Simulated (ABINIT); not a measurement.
## Moving the share of exact exchange in BAs

The structure is cubic, space group F-43m (No. 216). The conventional cell has a = 4.777 Å, b = 4.777 Å, c = 4.777 Å, α = 90.00°, β = 90.00°, γ = 90.00°. As (site symmetry -43m) has 4 B at 2.07 Å as nearest neighbours. B (site symmetry -43m) is surrounded by 4 As at 2.07 Å.

Kept alike: task single point; functional PBE0; k mesh 6 × 6 × 6; occupations fermi-dirac, width 0.05 eV; no spin polarisation. Program: ABINIT, SG15 NC PBE v1.2, cutoff 490 eV. The mesh is that of the run's cell of 2 atoms. No spin-orbit coupling.

| share of exact exchange, α | band gap (eV) |
| --- | --- |
| 0.05 | 1.597 |
| 0.15 | 2.218 |
| 0.25 | 2.846 |
| 0.35 | 3.481 |
| 0.5 | 4.446 |

The k mesh is coarse, so the values aren't converged. Spin-orbit coupling, left out here, moves the band edges of heavy atoms and can close or invert small gaps. A gap read on the mesh alone can miss an edge between its points. All rows use potentials made for PBE. The mesh is thin for exact exchange.

What does the share of exact exchange change here?

The band gap rises from 1.597 to 4.446 eV between 0.05 and 0.5. Exact exchange pulls filled levels down against empty ones, so the gap grows nearly in line with its share. The mean slope is +6.33 eV per unit of share. Measured: 2.02 eV at 300 K (arxiv:1911.04914); nearest 0.15, 0.198 eV off. The runs are for a static lattice.
